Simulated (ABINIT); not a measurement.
**BeS (F-43m): G0W0 in ABINIT against the wavefunction cutoff in GW**

How does the gap of BeS (F-43m) converge in the wavefunction cutoff in GW?

Program: ABINIT 10.8.3. Level of theory: PBE and many-body steps on it, plane waves. Results are calculated unless marked as measured.

The database entry behind the starting cell differs from later determinations by our own check (0.1 to 0.3 % short, probably kX units), so it need not match the best structure at ambient conditions.

## Step 1: The structure

Symmetry: F-43m, No. 216, cubic system. The conventional cell has a = 4.850 Å, b = 4.850 Å, c = 4.850 Å, α = 90.00°, β = 90.00°, γ = 90.00°. Nearest to Be lie 4 S at 2.10 Å. Nearest to S lie 4 Be at 2.10 Å. Farther neighbours and most contacts between anions are not listed.

The cell and positions come from the Crystallography Open Database and are kept as given unless a step says otherwise.

## Step 2: Screening, 4×4×4 mesh, 26 bands, screening to 130.6 eV

This step: ABINIT 10.8.3; RPA screening on PBE, plane waves, norm-conserving pseudopotentials.

The RPA dielectric matrix is built and inverted for each q.

run.abi

```
acell 3*1.0 Angstrom
rprim 
  0.000000000000 2.425000000000 2.425000000000
  2.425000000000 -0.000000000000 2.425000000000
  2.425000000000 2.425000000000 -0.000000000000
ntypat 2
znucl 4 16
natom 2
typat 1 2
xred 
  0.000000000000 0.000000000000 0.000000000000
  0.250000000000 0.250000000000 0.250000000000
pp_dirpath "pseudos"
pseudos "Be.upf, S.upf"
ecut 38
ngkpt 4 4 4
nshiftk 1
shiftk 0 0 0
kptopt 1
chksymbreak 0
istwfk *1
occopt 1
irdwfk 1
optdriver 3
nband 26
ecuteps 4.8
inclvkb 2
awtr 1
symchi 1
ecutwfn 11.4
indata_prefix "in"
outdata_prefix "out"
tmpdata_prefix "tmp"
```

Run with:

```console
OMP_NUM_THREADS=1 mpirun -n 4 abinit run.abi > log
```

The log of the run:

```text
.Version 10.8.3 of ABINIT. v10.8.2 released Aug 2026.

 Symmetries : space group F-4 3 m (#216); Bravais cF (face-center cubic)
[... echo of the input left out ...]
== DATASET  1 ==================================================================
-   mpi_nproc: 4, omp_nthreads: 1 (-1 if OMP is not activated)

--- !DatasetInfo
iteration_state: {dtset: 1, }
dimensions: {natom: 2, nkpt: 8, mband: 26, nsppol: 1, nspinor: 1, nspden: 1, mpw: 363, }
cutoff_energies: {ecut:  11.4, pawecutdg:  -1.0, }
electrons: {nelect:   1.00000000E+01, charge:   0.00000000E+00, occopt:   1.00000000E+00, tsmear:   1.00000000E-02, }

 SCREENING: Calculation of the susceptibility and dielectric matrices

 Based on a program developped by R.W. Godby, V. Olevano, G. Onida, and L. Reining.
 Incorporated in ABINIT by V. Olevano, G.-M. Rignanese, and M. Torrent.
.Using double precision arithmetic ; gwpc =  8

[... cell and pseudopotentials left out ...]
--------------------------------------------------------------------------------

 ==== K-mesh for the wavefunctions ====
 Number of points in the irreducible wedge :     8
[... list of points left out ...]
 Together with 24 symmetry operations and time-reversal symmetry
 yields    64 points in the full Brillouin Zone.

 ==== Q-mesh for the screening function ====
 Number of points in the irreducible wedge :     8
[... list of points left out ...]
 Together with 24 symmetry operations and time-reversal symmetry
 yields    64 points in the full Brillouin Zone.

 setmesh: FFT mesh size selected  =    18x   18x   18
          total number of points  =         5832

 vcoul_init : cutoff-mode = AUXILIARY_FUNCTION
 q-points for optical limit:   1
     1)      0.000010    0.000020    0.000030

- screening: taking advantage of time-reversal symmetry
- Maximum band index for partially occupied states nbvw = 5
- Remaining bands to be divided among processors   nbcw = 21
- Number of bands treated by each node ~5

 Number of electrons calculated from density =    9.9077; Expected =   10.0000
 average of density, n =  0.051477
 r_s =    1.6676
 omega_plasma =   21.8857 [eV]

 calculating chi0 at frequencies [eV] :
  1    0.000000E+00    0.000000E+00
  2    0.000000E+00    2.188575E+01

--------------------------------------------------------------------------------
  q-point number  1        q = ( 0.000000, 0.000000, 0.000000) [r.l.u.]
--------------------------------------------------------------------------------
[... chi0 elements left out ...]
 For q-point:  0.000010 0.000020 0.000030
  dielectric constant =   5.7508
  dielectric constant without local fields =   6.6711

  Average fulfillment of the sum rule on Im[epsilon] for q-point    1 :     47.36  [%]
[... wings left out ...]
  q-point number  2        q = ( 0.250000, 0.000000, 0.000000) [r.l.u.]
--------------------------------------------------------------------------------
[... chi0 elements left out ...]
  Average fulfillment of the sum rule on Im[epsilon] for q-point    2 :     70.30  [%]

 [... 6 further q-points ...]
```

Run time: 2.7 s. Hardware: 4 MPI ranks of Arm Neoverse V1, shared host; peak memory 0.07 GiB; 9.6 s of CPU time.

This step gave:

- ε∞ with local fields, on this mesh, along the program's q direction: 5.751
- the same without local fields: 6.671
- plasma frequency: 21.89 eV
- plane waves in the screening matrix: 113

Local fields lower ε∞ by 14 %. On a Γ-centred mesh this coarse the value itself is usually too large, while a short band sum pulls it down.

## Step 3: 11.4 Ha

This step: G0W0 on PBE, plane waves, norm-conserving pseudopotentials.

Edit run.abi of step 2 so:

```diff
@@ -23,8 +23,17 @@
 irdwfk 1
-optdriver 3
+optdriver 4
 nband 26
+gwcalctyp 0
+ecutsigx 11.4
+symsigma 1
+nkptgw 2
+kptgw 
+  0.0000000000 0.0000000000 0.0000000000
+  0.5000000000 0.5000000000 0.0000000000
+bdgw 
+  3 8
+  4 7
 ecuteps 4.8
-inclvkb 2
-awtr 1
-symchi 1
+irdscr 1
+ppmodel 1
 ecutwfn 11.4
```

The log of the run:

```text
.Version 10.8.3 of ABINIT. v10.8.2 released Aug 2026.

 Symmetries : space group F-4 3 m (#216); Bravais cF (face-center cubic)
[... echo of the input left out ...]
== DATASET  1 ==================================================================
-   mpi_nproc: 4, omp_nthreads: 1 (-1 if OMP is not activated)

--- !DatasetInfo
iteration_state: {dtset: 1, }
dimensions: {natom: 2, nkpt: 8, mband: 26, nsppol: 1, nspinor: 1, nspden: 1, mpw: 363, }
cutoff_energies: {ecut:  11.4, pawecutdg:  -1.0, }
electrons: {nelect:   1.00000000E+01, charge:   0.00000000E+00, occopt:   1.00000000E+00, tsmear:   1.00000000E-02, }

 SIGMA: Calculation of the GW corrections

 Based on a program developped by R.W. Godby, V. Olevano, G. Onida, and L. Reining.
 Incorporated in ABINIT by V. Olevano, G.-M. Rignanese, and M. Torrent.
.Using double precision arithmetic ; gwpc =  8

[... cell and pseudopotentials left out ...]
--------------------------------------------------------------------------------

 ==== K-mesh for the wavefunctions ====
 Number of points in the irreducible wedge :     8
[... list of points left out ...]
 Together with 24 symmetry operations and time-reversal symmetry
 yields    64 points in the full Brillouin Zone.

 ==== Q-mesh for screening function ====
 Number of points in the irreducible wedge :     8
[... list of points left out ...]
 Together with 24 symmetry operations and time-reversal symmetry
 yields    64 points in the full Brillouin Zone.

 vcoul_init : cutoff-mode = AUXILIARY_FUNCTION
 q-points for optical limit:   1
     1)      0.000010    0.000020    0.000030
 setmesh: FFT mesh size selected  =    20x   20x   20
          total number of points  =         8000

 Number of electrons calculated from density =    9.9077; Expected =   10.0000
 average of density, n =  0.051477
 r_s =    1.6676
 omega_plasma =   21.8857 [eV]

 === KS Band Gaps ===
  >>>> For spin  1
   Minimum direct gap =   5.6639 [eV], located at k-point      :   0.0000  0.0000  0.0000
   Fundamental gap    =   3.1135 [eV], Top of valence bands at :   0.0000  0.0000  0.0000
                                       Bottom of conduction at :   0.5000  0.5000  0.0000
 SIGMA fundamental parameters:
 PLASMON POLE MODEL  1
 number of plane-waves for SigmaX                  339
 number of plane-waves for SigmaC and W            113
 number of plane-waves for wavefunctions           339
 number of bands                                    26
 number of independent spin polarizations            1
 number of spinorial components                      1
 number of k-points in IBZ                           8
 number of q-points in IBZ                           8
 number of symmetry operations                      24
 number of k-points in BZ                           64
 number of q-points in BZ                           64
 number of frequencies for dSigma/dE                 9
 frequency step for dSigma/dE [eV]                0.25
 number of omega for Sigma on real axis              0
 max omega for Sigma on real axis  [eV]           0.00
 zcut for avoiding poles [eV]                     0.10

 EPSILON^-1 parameters (SCR file):
 dimension of the eps^-1 matrix on file            113
 dimension of the eps^-1 matrix used               113
 number of plane-waves for wavefunctions           339
 number of bands                                    26
 number of q-points in IBZ                           8
 number of frequencies                               2
 number of real frequencies                          1
 number of imag frequencies                          1

 matrix elements of self-energy operator (all in [eV])

 Perturbative Calculation

--- !SelfEnergy_ee
iteration_state: {dtset: 1, }
kpoint     : [   0.000,    0.000,    0.000, ]
spin       : 1
KS_gap     :    5.664
QP_gap     :    7.558
Delta_QP_KS:    1.895
data: !SigmaeeData |
     Band     E0 <VxcDFT>   SigX SigC(E0)      Z dSigC/dE  Sig(E)    E-E0       E
        3   3.822 -13.728 -16.680   2.266   0.798  -0.253 -14.276  -0.548   3.274
        4   3.822 -13.728 -16.680   2.266   0.798  -0.253 -14.276  -0.548   3.274
        5   3.822 -13.728 -16.680   2.266   0.798  -0.253 -14.276  -0.548   3.274
        6   9.486 -11.097  -5.720  -3.726   0.816  -0.226  -9.750   1.347  10.833
        7   9.486 -11.097  -5.720  -3.726   0.816  -0.226  -9.750   1.347  10.833
        8   9.486 -11.097  -5.720  -3.726   0.816  -0.226  -9.750   1.347  10.833

--- !SelfEnergy_ee
iteration_state: {dtset: 1, }
kpoint     : [   0.500,    0.500,    0.000, ]
spin       : 1
KS_gap     :    5.752
QP_gap     :    7.269
Delta_QP_KS:    1.517
data: !SigmaeeData |
     Band     E0 <VxcDFT>   SigX SigC(E0)      Z dSigC/dE  Sig(E)    E-E0       E
        4   1.183 -12.602 -16.409   2.852   0.789  -0.268 -13.355  -0.754   0.430
        5   1.183 -12.602 -16.409   2.852   0.789  -0.268 -13.355  -0.754   0.430
        6   6.935  -9.369  -5.014  -3.433   0.828  -0.208  -8.605   0.764   7.699
        7   8.740 -10.135  -5.341  -3.520   0.823  -0.215  -9.086   1.049   9.789

== END DATASET(S) ==============================================================
================================================================================

 -outvars: echo values of variables after computation  --------
           etotal      0.0000000000E+00
            nband          26
             nkpt           8
          spgroup         216
 [... the other variables as echoed above ...]

 Calculation completed.
```

Elapsed: 2.1 s, on 4 MPI ranks; peak memory 0.07 GiB; 8.2 s of CPU time.

This step gave:

```yaml
g0w0_gap_on_the_points_computed: 4.425 eV
starting_gap_on_the_mesh: 3.113 eV
k_of_the_valence_top: 0, 0, 0
k_of_the_conduction_bottom: 0.5, 0.5, 0
z_at_the_valence_top: 0.798
z_at_the_conduction_bottom: 0.828
least_direct_g0w0_gap_on_the_computed_points: 7.269 eV
```

## Step 4: Screening, 4×4×4 mesh, 26 bands, screening to 130.6 eV

This step: RPA screening on PBE, plane waves, norm-conserving pseudopotentials.

Edit run.abi of step 3 so:

```diff
@@ -23,18 +23,9 @@
 irdwfk 1
-optdriver 4
+optdriver 3
 nband 26
-gwcalctyp 0
-ecutsigx 11.4
-symsigma 1
-nkptgw 2
-kptgw 
-  0.0000000000 0.0000000000 0.0000000000
-  0.5000000000 0.5000000000 0.0000000000
-bdgw 
-  3 8
-  4 7
 ecuteps 4.8
-irdscr 1
-ppmodel 1
-ecutwfn 11.4
+inclvkb 2
+awtr 1
+symchi 1
+ecutwfn 19
 indata_prefix "in"
```

The log of the run:

```text
.Version 10.8.3 of ABINIT. v10.8.2 released Aug 2026.

 Symmetries : space group F-4 3 m (#216); Bravais cF (face-center cubic)
[... echo of the input left out ...]
== DATASET  1 ==================================================================
-   mpi_nproc: 4, omp_nthreads: 1 (-1 if OMP is not activated)

--- !DatasetInfo
iteration_state: {dtset: 1, }
dimensions: {natom: 2, nkpt: 8, mband: 26, nsppol: 1, nspinor: 1, nspden: 1, mpw: 778, }
cutoff_energies: {ecut:  19.0, pawecutdg:  -1.0, }
electrons: {nelect:   1.00000000E+01, charge:   0.00000000E+00, occopt:   1.00000000E+00, tsmear:   1.00000000E-02, }

 SCREENING: Calculation of the susceptibility and dielectric matrices

 Based on a program developped by R.W. Godby, V. Olevano, G. Onida, and L. Reining.
 Incorporated in ABINIT by V. Olevano, G.-M. Rignanese, and M. Torrent.
.Using double precision arithmetic ; gwpc =  8

[... cell and pseudopotentials left out ...]
--------------------------------------------------------------------------------

 ==== K-mesh for the wavefunctions ====
 Number of points in the irreducible wedge :     8
[... list of points left out ...]
 Together with 24 symmetry operations and time-reversal symmetry
 yields    64 points in the full Brillouin Zone.

 ==== Q-mesh for the screening function ====
 Number of points in the irreducible wedge :     8
[... list of points left out ...]
 Together with 24 symmetry operations and time-reversal symmetry
 yields    64 points in the full Brillouin Zone.

 setmesh: FFT mesh size selected  =    20x   20x   20
          total number of points  =         8000

 vcoul_init : cutoff-mode = AUXILIARY_FUNCTION
 q-points for optical limit:   1
     1)      0.000010    0.000020    0.000030

- screening: taking advantage of time-reversal symmetry
- Maximum band index for partially occupied states nbvw = 5
- Remaining bands to be divided among processors   nbcw = 21
- Number of bands treated by each node ~5

 Number of electrons calculated from density =    9.9902; Expected =   10.0000
 average of density, n =  0.051905
 r_s =    1.6630
 omega_plasma =   21.9766 [eV]

 calculating chi0 at frequencies [eV] :
  1    0.000000E+00    0.000000E+00
  2    0.000000E+00    2.197663E+01

--------------------------------------------------------------------------------
  q-point number  1        q = ( 0.000000, 0.000000, 0.000000) [r.l.u.]
--------------------------------------------------------------------------------
[... chi0 elements left out ...]
 For q-point:  0.000010 0.000020 0.000030
  dielectric constant =   5.7299
  dielectric constant without local fields =   6.6378

  Average fulfillment of the sum rule on Im[epsilon] for q-point    1 :     47.29  [%]
[... wings left out ...]
  q-point number  2        q = ( 0.250000, 0.000000, 0.000000) [r.l.u.]
--------------------------------------------------------------------------------
[... chi0 elements left out ...]
  Average fulfillment of the sum rule on Im[epsilon] for q-point    2 :     68.98  [%]

 [... 6 further q-points ...]
```

Run time: 2.3 s. Hardware: 4 MPI ranks; peak memory 0.08 GiB; 9 s of CPU time.

This step gave:

```yaml
eps_infinity_with_local_fields_on_this_mesh_along_the_program_s_q_direction: 5.730
the_same_without_local_fields: 6.638
plasma_frequency: 21.98 eV
plane_waves_in_the_screening_matrix: 113
```

## Step 5: 19 Ha

The self-energy is evaluated for the states that the input lists, and the levels follow from it, in one-shot runs by the linearised quasiparticle equation.

This step: G0W0 on PBE, plane waves, norm-conserving pseudopotentials.

Edit run.abi of step 4 so:

```diff
@@ -23,8 +23,17 @@
 irdwfk 1
-optdriver 3
+optdriver 4
 nband 26
+gwcalctyp 0
+ecutsigx 19
+symsigma 1
+nkptgw 2
+kptgw 
+  0.0000000000 0.0000000000 0.0000000000
+  0.5000000000 0.5000000000 0.0000000000
+bdgw 
+  3 8
+  4 7
 ecuteps 4.8
-inclvkb 2
-awtr 1
-symchi 1
+irdscr 1
+ppmodel 1
 ecutwfn 19
```

The log of the run:

```text
.Version 10.8.3 of ABINIT. v10.8.2 released Aug 2026.

 Symmetries : space group F-4 3 m (#216); Bravais cF (face-center cubic)
[... echo of the input left out ...]
== DATASET  1 ==================================================================
-   mpi_nproc: 4, omp_nthreads: 1 (-1 if OMP is not activated)

--- !DatasetInfo
iteration_state: {dtset: 1, }
dimensions: {natom: 2, nkpt: 8, mband: 26, nsppol: 1, nspinor: 1, nspden: 1, mpw: 778, }
cutoff_energies: {ecut:  19.0, pawecutdg:  -1.0, }
electrons: {nelect:   1.00000000E+01, charge:   0.00000000E+00, occopt:   1.00000000E+00, tsmear:   1.00000000E-02, }

 SIGMA: Calculation of the GW corrections

 Based on a program developped by R.W. Godby, V. Olevano, G. Onida, and L. Reining.
 Incorporated in ABINIT by V. Olevano, G.-M. Rignanese, and M. Torrent.
.Using double precision arithmetic ; gwpc =  8

[... cell and pseudopotentials left out ...]
--------------------------------------------------------------------------------

 ==== K-mesh for the wavefunctions ====
 Number of points in the irreducible wedge :     8
[... list of points left out ...]
 Together with 24 symmetry operations and time-reversal symmetry
 yields    64 points in the full Brillouin Zone.

 ==== Q-mesh for screening function ====
 Number of points in the irreducible wedge :     8
[... list of points left out ...]
 Together with 24 symmetry operations and time-reversal symmetry
 yields    64 points in the full Brillouin Zone.

 vcoul_init : cutoff-mode = AUXILIARY_FUNCTION
 q-points for optical limit:   1
     1)      0.000010    0.000020    0.000030
 setmesh: FFT mesh size selected  =    25x   25x   25
          total number of points  =        15625

 Number of electrons calculated from density =    9.9902; Expected =   10.0000
[...]
number of omega for Sigma on real axis              0
 max omega for Sigma on real axis  [eV]           0.00
 zcut for avoiding poles [eV]                     0.10

 EPSILON^-1 parameters (SCR file):
 dimension of the eps^-1 matrix on file            113
 dimension of the eps^-1 matrix used               113
 number of plane-waves for wavefunctions           749
 number of bands                                    26
 number of q-points in IBZ                           8
 number of frequencies                               2
 number of real frequencies                          1
 number of imag frequencies                          1

 matrix elements of self-energy operator (all in [eV])

 Perturbative Calculation

--- !SelfEnergy_ee
iteration_state: {dtset: 1, }
kpoint     : [   0.000,    0.000,    0.000, ]
spin       : 1
KS_gap     :    5.664
QP_gap     :    7.520
Delta_QP_KS:    1.856
data: !SigmaeeData |
     Band     E0 <VxcDFT>   SigX SigC(E0)      Z dSigC/dE  Sig(E)    E-E0       E
        3   3.822 -13.736 -16.693   2.264   0.798  -0.253 -14.289  -0.553   3.269
        4   3.822 -13.736 -16.693   2.264   0.798  -0.253 -14.289  -0.553   3.269
        5   3.822 -13.736 -16.693   2.264   0.798  -0.253 -14.289  -0.553   3.269
[...]
--- !SelfEnergy_ee
iteration_state: {dtset: 1, }
kpoint     : [   0.500,    0.500,    0.000, ]
spin       : 1
KS_gap     :    5.752
QP_gap     :    7.255
Delta_QP_KS:    1.503
data: !SigmaeeData |
     Band     E0 <VxcDFT>   SigX SigC(E0)      Z dSigC/dE  Sig(E)    E-E0       E
[...]
6   6.935  -9.351  -5.023  -3.437   0.828  -0.208  -8.614   0.737   7.673
        7   8.740 -10.382  -5.576  -3.547   0.822  -0.217  -9.347   1.035   9.775

== END DATASET(S) ==============================================================
================================================================================

 -outvars: echo values of variables after computation  --------
           etotal      0.0000000000E+00
            nband          26
             nkpt           8
          spgroup         216
 [... the other variables as echoed above ...]

 Calculation completed.
```

Run time: 2.2 s. Hardware: 4 MPI ranks; peak memory 0.08 GiB; 8.5 s of CPU time.

This step gave:

* G0W0 gap on the points computed: 4.404 eV
* starting gap on the mesh: 3.113 eV
* k of the valence top: 0, 0, 0
* k of the conduction bottom: 0.5, 0.5, 0
* Z at the valence top: 0.798
* Z at the conduction bottom: 0.828
* least direct G0W0 gap on the computed points: 7.255 eV

The gap on the mesh goes from 3.11 eV to 4.40 eV, a correction of +1.29 eV.

[end of part 1 of 2]

[Paths, hosts, dates, memory and timing lines, banners, echoed tables and standing remarks are left out of the program output.]

[Logs are printed without paths, hosts, clocks, repeated set-up lines and the standing remarks that a program may print on its own settings, such as how far it seeks lower states.]

[Runs of the session that timed out or met a known fault of the program may be left out.]

[Hosts, paths, dates, database ids (printed as entryN), source tags and the programs' standing remarks are cut or masked in the printed files.]

[G0W0 gaps are taken among the corrected bands and points alone; a level outside them can change the order at an edge.]

[Where Ansatz stands beside ABINIT at settings called matched, ABINIT's density can come from a denser mesh and the files from another edition; pairs whose starting gaps differed by over 0.03 eV were left out, so agreement reads better than it is.]
